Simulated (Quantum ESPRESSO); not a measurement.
# Sb (Pm-3m) in Quantum ESPRESSO: projected density of states with vdW-DF

Aim: the projected density of states of Sb with vdW-DF.

All numbers are computed with Quantum ESPRESSO 7.5; they aren't measurements. Logs are shortened: lines on timing, memory, paths and dates and some standing lists are left out, and cuts for length are marked.

**1. The undisturbed crystal**

It takes space group Pm-3m (No. 221, cubic). The conventional cell has a = 3.160 Å, b = 3.160 Å, c = 3.160 Å, α = 90.00°, β = 90.00°, γ = 90.00°. Sb (site symmetry m-3m) has 6 Sb at 3.16 Å as nearest neighbours.

This isn't the form of Sb at room conditions, which is rhombohedral.

**2. Projected density of states, vdW-DF (volume scaled by 0.92)**

pw.in reads:

```
&CONTROL
  calculation = 'scf'
  prefix = 'pwscf'
  outdir = './tmp'
  pseudo_dir = './pseudo'
  tprnfor = .true.
  tstress = .true.
  disk_io = 'low'
/
&SYSTEM
  ibrav = 0
  nat = 1
  ntyp = 1
  ecutwfc = 36
  ecutrho = 216
  nbnd = 13
  input_dft = 'vdw-df'
  occupations = 'smearing'
  smearing = 'fd'
  degauss = 0.00367493
/
&ELECTRONS
  conv_thr = 2d-10
  electron_maxstep = 120
  mixing_beta = 0.5
/
ATOMIC_SPECIES
Sb   121.7600 Sb.GGA_PBE-JTH.UPF
CELL_PARAMETERS angstrom
   3.0733806909    0.0000000000    0.0000000000
   0.0000000000    3.0733806909    0.0000000000
   0.0000000000    0.0000000000    3.0733806909
ATOMIC_POSITIONS crystal
Sb     0.0000000000    0.0000000000    0.0000000000
K_POINTS automatic
8 8 8 0 0 0
```

nscf.in reads:

```
&CONTROL
  calculation = 'nscf'
  prefix = 'pwscf'
  outdir = './tmp'
  pseudo_dir = './pseudo'
  disk_io = 'low'
/
&SYSTEM
  ibrav = 0
  nat = 1
  ntyp = 1
  ecutwfc = 36
  ecutrho = 216
  nbnd = 13
  input_dft = 'vdw-df'
  occupations = 'tetrahedra_opt'
/
&ELECTRONS
  conv_thr = 1d-08
  electron_maxstep = 120
  mixing_beta = 0.5
/
ATOMIC_SPECIES
Sb   121.7600 Sb.GGA_PBE-JTH.UPF
CELL_PARAMETERS angstrom
   3.0733806909    0.0000000000    0.0000000000
   0.0000000000    3.0733806909    0.0000000000
   0.0000000000    0.0000000000    3.0733806909
ATOMIC_POSITIONS crystal
Sb     0.0000000000    0.0000000000    0.0000000000
K_POINTS automatic
12 12 12 0 0 0
```

projwfc.in reads:

```
&PROJWFC
  prefix = 'pwscf'
  outdir = './tmp'
  filpdos = 'p'
  Emin = -4
  Emax = 21
  DeltaE = 0.05
/
```

Potentials or basis: JTH 2.0 PBE.

Started as:

```sh
OMP_NUM_THREADS=1 pw.x -in pw.in > pw.out
OMP_NUM_THREADS=1 pw.x -in nscf.in > nscf.out
OMP_NUM_THREADS=1 projwfc.x -in projwfc.in > projwfc.out
```

pw.out:

```text
This program is part of the open-source Quantum ESPRESSO suite
     for quantum simulation of materials; please cite
         "P. Giannozzi et al., J. Phys.:Condens. Matter 21 395502 (2009);
         "P. Giannozzi et al., J. Phys.:Condens. Matter 29 465901 (2017);
         "P. Giannozzi et al., J. Chem. Phys. 152 154105 (2020);
     in publications or presentations arising from this work. More details at

     file Sb.GGA_PBE-JTH.UPF: wavefunction(s)  0S 0P 4D 0D renormalized

     IMPORTANT: XC functional enforced from input :
     Exchange-correlation= VDW-DF
                           (   1   4   4   0   1   0   0)
     Any further DFT definition will be discarded
     Please, verify this is what you really want

     Message from routine setup:
     using ibrav=0 with symmetry is DISCOURAGED, use correct ibrav instead

     G-vector sticks info
     --------------------
     sticks:   dense  smooth     PW     G-vecs:    dense   smooth      PW
     Sum         577     385    137                10443     5743    1141

     Using Slab Decomposition

     bravais-lattice index     =            0
     lattice parameter (alat)  =       5.8078  a.u.
     unit-cell volume          =     195.9051 (a.u.)^3
     number of atoms/cell      =            1
     number of atomic types    =            1
     number of electrons       =        15.00
     number of Kohn-Sham states=           13
     kinetic-energy cutoff     =      36.0000  Ry
     charge density cutoff     =     216.0000  Ry
     scf convergence threshold =      2.0E-10
     mixing beta               =       0.5000
     number of iterations used =            8  plain     mixing
     Exchange-correlation= VDW-DF
                           (   1   4   4   0   1   0   0)

     celldm(1)=   5.807848  celldm(2)=   0.000000  celldm(3)=   0.000000
     celldm(4)=   0.000000  celldm(5)=   0.000000  celldm(6)=   0.000000

     crystal axes: (cart. coord. in units of alat)
               a(1) = (   1.000000   0.000000   0.000000 )
               a(2) = (   0.000000   1.000000   0.000000 )
               a(3) = (   0.000000   0.000000   1.000000 )

     reciprocal axes: (cart. coord. in units 2 pi/alat)
               b(1) = (  1.000000  0.000000  0.000000 )
               b(2) = (  0.000000  1.000000  0.000000 )
               b(3) = (  0.000000  0.000000  1.000000 )

     PseudoPot. # 1 for Sb read from file:
     Sb.GGA_PBE-JTH.UPF
     Pseudo is Projector augmented-wave + core cor, Zval = 15.0
     Generated using ATOMPAW code
     Shape of augmentation charge: BESSEL
     Using radial grid of 1092 points,  6 beta functions with:
                l(1) =   0
                l(2) =   0
                l(3) =   1
                l(4) =   1
                l(5) =   2
                l(6) =   2
     Q(r) pseudized with 0 coefficients

     atomic species   valence    mass     pseudopotential
     Sb               15.00   121.76000     Sb( 1.00)

     48 Sym. Ops., with inversion, found

   Cartesian axes

     site n.     atom                  positions (alat units)
         1        Sb     tau(   1) = (   0.0000000   0.0000000   0.0000000  )

     number of k points=    35  Fermi-Dirac smearing, width (Ry)=  0.0037
                       cart. coord. in units 2pi/alat
        k(    1) = (   0.0000000   0.0000000   0.0000000), wk =   0.0039062
        k(    2) = (   0.0000000   0.0000000   0.1250000), wk =   0.0234375
        k(    3) = (   0.0000000   0.0000000   0.2500000), wk =   0.0234375
        k(    4) = (   0.0000000   0.0000000   0.3750000), wk =   0.0234375
        k(    5) = (   0.0000000   0.0000000  -0.5000000), wk =   0.0117188
        k(    6) = (   0.0000000   0.1250000   0.1250000), wk =   0.0468750
[... 27 lines left out ...]
        k(   34) = (   0.3750000  -0.5000000  -0.5000000), wk =   0.0234375
        k(   35) = (  -0.5000000  -0.5000000  -0.5000000), wk =   0.0039062

     Dense  grid:    10443 G-vectors     FFT dimensions: (  27,  27,  27)

     Smooth grid:     5743 G-vectors     FFT dimensions: (  24,  24,  24)

     Initial potential from superposition of free atoms

     starting charge      14.9994, renormalised to      15.0000

     %%%%%%%%%%%%%%%%%%%%%%%%%%%%%%%%%%%%%%%%%%%%%%%%%%%%%%%%%%%%%%%%%%%%%%%%
     %                                                                      %
     % You are using vdW-DF, which was implemented by the Thonhauser group. %
     % Please cite the following two papers that made this development      %
     % possible and the two reviews that describe the various versions:     %
     %                                                                      %
     %   T. Thonhauser et al., PRL 115, 136402 (2015).                      %
     %   T. Thonhauser et al., PRB 76, 125112 (2007).                       %
     %   K. Berland et al., Rep. Prog. Phys. 78, 066501 (2015).             %
     %   D.C. Langreth et al., J. Phys.: Condens. Matter 21, 084203 (2009). %
     %                                                                      %
     % If you are calculating stress with vdW-DF, please also cite:         %
     %                                                                      %
     %   R. Sabatini et al., J. Phys.: Condens. Matter 24, 424209 (2012).   %
     %                                                                      %
     %%%%%%%%%%%%%%%%%%%%%%%%%%%%%%%%%%%%%%%%%%%%%%%%%%%%%%%%%%%%%%%%%%%%%%%%

     %%%%%%%%%%%%%%%%%%%%%%%%%%%%%%%%%%%%%%%%%%%%%%%%%%%%%%%%%%%%%%%%%%%%%%%%
     %                                                                      %
     %  vdW-DF NEWS:                                                        %
     %                                                                      %
     %  * vdW-DF3 is now available. DOI: 10.1021/acs.jctc.0c00471           %
     %    use with input_dft = 'vdW-DF3-opt1' or 'vdW-DF3-opt2'             %
     %                                                                      %
     %  * Unscreened and range-separated hybrid vdW-DF-cx functionals       %
     %    DOI: 10.1063/1.4986522 and 10.1088/1361-648X/ac2ad2               %
     %    use with input_dft = 'vdW-DF-cx0'    and 'vdW-DF-ahcx'            %
     %  * Unscreened and range-separated hybrid vdW-DF2-b86r functionals    %
     %    DOI: 10.1063/1.4986522 and DOI: 10.1103/PhysRevX.12.041003        %
     %    use with input_dft = 'vdW-DF2-br0' and 'vdW-DF2-ahbr'             %
     %                                                                      %
     %%%%%%%%%%%%%%%%%%%%%%%%%%%%%%%%%%%%%%%%%%%%%%%%%%%%%%%%%%%%%%%%%%%%%%%%

     Starting wfcs are   18 randomized atomic wfcs

     Self-consistent Calculation

     iteration #  1     ecut=    36.00 Ry     beta= 0.50
     Davidson diagonalization with overlap
     ethr =  1.00E-02,  avg # of iterations =  6.4

     Threshold (ethr) on eigenvalues was too large:
     Diagonalizing with lowered threshold

     Davidson diagonalization with overlap
     c_bands:  1 eigenvalues not converged
     ethr =  1.62E-05,  avg # of iterations =  7.8

     total energy              =    -480.36346493 Ry
     estimated scf accuracy    <       0.00256250 Ry

     iteration #  2     ecut=    36.00 Ry     beta= 0.50
     Davidson diagonalization with overlap
     ethr =  1.71E-05,  avg # of iterations =  1.4

     total energy              =    -480.36395786 Ry
     estimated scf accuracy    <       0.00064829 Ry
[... 33 lines left out ...]
     total energy              =    -480.36402687 Ry
     estimated scf accuracy    <          3.3E-09 Ry

     iteration #  8     ecut=    36.00 Ry     beta= 0.50
     Davidson diagonalization with overlap
     ethr =  2.20E-11,  avg # of iterations =  2.0

     End of self-consistent calculation

          k = 0.0000 0.0000 0.0000 (   739 PWs)   bands (ev):

   -18.6078 -18.6078 -18.4136 -18.4136 -18.4136  -1.9007  13.9841  13.9841
    13.9841  17.9787  17.9787  19.5173  30.2813

          k = 0.0000 0.0000 0.1250 (   731 PWs)   bands (ev):

   -18.6068 -18.5829 -18.4207 -18.4207 -18.4130  -1.6706  11.7726  14.2107
    14.2107  18.1704  19.0253  21.2847  28.5749
[... 53 lines left out ...]
   -18.5294 -18.5055 -18.4513 -18.4510 -18.3794   1.8675   7.6377   8.0471
    14.8921  17.3026  22.1070  25.2739  25.8053

          k = 0.0000 0.3750-0.5000 (   710 PWs)   bands (ev):

   -18.5236 -18.5140 -18.4581 -18.4505 -18.3584   2.5276   6.6337   8.3081
    13.9788  17.7256  23.1866  23.7995  24.6650

          k = 0.0000-0.5000-0.5000 (   720 PWs)   bands (ev):

   -18.5230 -18.5167 -18.4576 -18.4576 -18.3384   3.2308   7.0633   7.0633
    13.0914  18.1456  24.9164  25.4523  25.4527

          k = 0.1250 0.1250 0.1250 (   712 PWs)   bands (ev):

   -18.5687 -18.5687 -18.4277 -18.4273 -18.4273  -1.2104  12.0675  12.0675
    12.5567  21.1031  21.1031  21.9686  25.5216

          k = 0.1250 0.1250 0.2500 (   715 PWs)   bands (ev):
[... 31 lines left out ...]
   -18.5050 -18.5029 -18.4597 -18.4595 -18.3788   2.1002   7.8511   8.2639
    15.0016  15.3800  21.5546  21.9362  25.2723

          k = 0.1250 0.3750-0.5000 (   716 PWs)   bands (ev):

   -18.5131 -18.4976 -18.4669 -18.4589 -18.3577   2.7622   6.8477   8.5217
    14.1906  15.7691  20.8552  22.3426  26.2362

          k = 0.1250-0.5000-0.5000 (   708 PWs)   bands (ev):

   -18.5218 -18.4904 -18.4661 -18.4661 -18.3379   3.4684   7.2759   7.2759
    13.3074  16.2550  21.4816  21.4816  24.6272

          k = 0.2500 0.2500 0.2500 (   729 PWs)   bands (ev):

   -18.4739 -18.4739 -18.4640 -18.4621 -18.4621   0.7982  10.1144  10.1144
    11.0393  19.7293  20.4511  20.4511  26.6416

          k = 0.2500 0.2500 0.3750 (   714 PWs)   bands (ev):
[... 11 lines left out ...]
   -18.5023 -18.4801 -18.4797 -18.4400 -18.3774   2.7838   8.4388   8.8585
    12.2300  15.7311  18.8192  19.1180  23.8953

          k = 0.2500 0.3750-0.5000 (   712 PWs)   bands (ev):

   -18.5107 -18.4877 -18.4791 -18.4348 -18.3557   3.4568   7.4384   9.1050
    12.7243  14.8048  18.0296  19.6036  22.8043

          k = 0.2500-0.5000-0.5000 (   708 PWs)   bands (ev):

   -18.5194 -18.4868 -18.4868 -18.4265 -18.3368   4.1784   7.8601   7.8601
    13.1789  13.9465  18.6717  18.6717  21.6871

          k = 0.3750 0.3750 0.3750 (   699 PWs)   bands (ev):

   -18.5006 -18.4997 -18.4997 -18.3760 -18.3760   3.8121   9.1895   9.1895
    10.1442  16.2338  17.0228  17.0228  21.5825

          k = 0.3750 0.3750-0.5000 (   692 PWs)   bands (ev):

   -18.5087 -18.5080 -18.4990 -18.3754 -18.3493   4.5245   8.1976   9.5860
    10.3660  15.5037  16.1781  17.4648  20.4563

          k = 0.3750-0.5000-0.5000 (   696 PWs)   bands (ev):

   -18.5169 -18.5074 -18.5074 -18.3620 -18.3356   5.3035   8.6022   8.6022
    10.4433  14.9477  16.5865  16.5865  19.2831

          k =-0.5000-0.5000-0.5000 (   720 PWs)   bands (ev):

   -18.5161 -18.5161 -18.5161 -18.3354 -18.3354   6.1966   8.9914   8.9914
     8.9914  15.7495  15.7495  15.7495  18.0119

     the Fermi energy is    10.6449 ev

!    total energy              =    -480.36402687 Ry
     total all-electron energy =      -480.364027 Ry
     estimated scf accuracy    <          1.9E-10 Ry
     smearing contrib. (-TS)   =      -0.00053214 Ry
     internal energy E=F+TS    =    -480.36349474 Ry

     The total energy is F=E-TS. E is the sum of the following terms:
     one-electron contribution =     -72.46412653 Ry
     hartree contribution      =      46.51485626 Ry
     xc contribution           =     -19.81726917 Ry
     ewald contribution        =    -109.91884724 Ry
     one-center paw contrib.   =    -324.67810806 Ry

     convergence has been achieved in   8 iterations

     Forces acting on atoms (cartesian axes, Ry/au):

     atom    1 type  1   force =     0.00000000    0.00000000    0.00000000

     Total force =     0.000000     Total SCF correction =     0.000000

     Computing stress (Cartesian axis) and pressure

          total   stress  (Ry/bohr**3)                   (kbar)     P=       55.27
   0.00037574   0.00000000   0.00000000           55.27        0.00        0.00
   0.00000000   0.00037574   0.00000000            0.00       55.27        0.00
   0.00000000   0.00000000   0.00037574            0.00        0.00       55.27

=------------------------------------------------------------------------------=
   JOB DONE.
=------------------------------------------------------------------------------=
```

Run time: 3.3 min. Hardware: 1 thread of Arm Neoverse V1, shared host; peak memory 0.07 GiB.

What came out:

- Free energy: -6535.6855 eV
- Pressure: 5.5 GPa
- Band gap on the k mesh: none (metal or under the smearing width)

States per cell in windows of 0.5 eV (zero at the Fermi level; states under -8 eV left out):
| from (eV) | total | Sb#1 p wfc3 | Sb#1 d wfc6 | Sb#1 s wfc1 | Sb#1 s wfc2 | Sb#1 p wfc4 | Sb#1 d wfc5 |
| --- | --- | --- | --- | --- | --- | --- | --- |
| -8.0 | 0.16 | 0.03 | 0.01 | 0.12 | 0.00 | 0.00 | 0.00 |
| -7.5 | 0.10 | 0.02 | 0.01 | 0.08 | 0.00 | 0.00 | 0.00 |
| -7.0 | 0.06 | 0.01 | 0.00 | 0.05 | 0.00 | 0.00 | 0.00 |
| -6.5 | 0.04 | 0.01 | 0.00 | 0.03 | 0.00 | 0.00 | 0.00 |
| -6.0 | 0.03 | 0.01 | 0.00 | 0.02 | 0.00 | 0.00 | 0.00 |
| -5.5 | 0.10 | 0.09 | 0.00 | 0.01 | 0.00 | 0.00 | 0.00 |
| -5.0 | 0.16 | 0.14 | 0.01 | 0.01 | 0.00 | 0.00 | 0.00 |
| -4.5 | 0.21 | 0.18 | 0.01 | 0.01 | 0.00 | 0.00 | 0.00 |
| -4.0 | 0.30 | 0.27 | 0.02 | 0.01 | 0.00 | 0.00 | 0.00 |
| -3.5 | 0.37 | 0.32 | 0.03 | 0.02 | 0.00 | 0.00 | 0.00 |
| -3.0 | 0.36 | 0.29 | 0.04 | 0.02 | 0.00 | 0.00 | 0.00 |
| -2.5 | 0.34 | 0.26 | 0.06 | 0.02 | 0.00 | 0.00 | 0.00 |
| -2.0 | 0.34 | 0.25 | 0.07 | 0.02 | 0.00 | 0.00 | 0.00 |
| -1.5 | 0.30 | 0.19 | 0.08 | 0.02 | 0.00 | 0.00 | 0.00 |
| -1.0 | 0.27 | 0.16 | 0.08 | 0.02 | 0.00 | 0.00 | 0.00 |
| -0.5 | 0.25 | 0.15 | 0.08 | 0.02 | 0.00 | 0.00 | 0.00 |
| 0.0 | 0.24 | 0.14 | 0.08 | 0.02 | 0.00 | 0.00 | 0.00 |
| 0.5 | 0.26 | 0.15 | 0.08 | 0.02 | 0.00 | 0.00 | 0.00 |
| 1.0 | 0.24 | 0.14 | 0.07 | 0.02 | 0.00 | 0.00 | 0.00 |
| 1.5 | 0.24 | 0.15 | 0.07 | 0.01 | 0.00 | 0.00 | 0.00 |
| 2.0 | 0.26 | 0.16 | 0.08 | 0.01 | 0.00 | 0.00 | 0.00 |
| 2.5 | 0.31 | 0.18 | 0.11 | 0.01 | 0.00 | 0.00 | 0.00 |
| 3.0 | 0.34 | 0.19 | 0.13 | 0.01 | 0.00 | 0.00 | 0.00 |
| 3.5 | 0.39 | 0.21 | 0.16 | 0.01 | 0.00 | 0.00 | 0.00 |
| 4.0 | 0.40 | 0.20 | 0.17 | 0.01 | 0.01 | 0.00 | 0.00 |
| 4.5 | 0.41 | 0.19 | 0.19 | 0.01 | 0.00 | 0.00 | 0.00 |
| 5.0 | 0.37 | 0.17 | 0.17 | 0.01 | 0.00 | 0.00 | 0.00 |
| 5.5 | 0.32 | 0.09 | 0.19 | 0.01 | 0.00 | 0.00 | 0.00 |
| 6.0 | 0.29 | 0.08 | 0.18 | 0.01 | 0.00 | 0.00 | 0.00 |
| 6.5 | 0.26 | 0.05 | 0.17 | 0.01 | 0.00 | 0.00 | 0.00 |
| 7.0 | 0.24 | 0.02 | 0.18 | 0.01 | 0.00 | 0.00 | 0.00 |
| 7.5 | 0.25 | 0.01 | 0.20 | 0.01 | 0.00 | 0.00 | 0.00 |

Caveat: the potentials were made for another functional, which shifts forces and pressure; the cutoff is low for these files, which shifts pressure and relaxed volume. Spin-orbit coupling is left out, which matters for the levels of Sb.
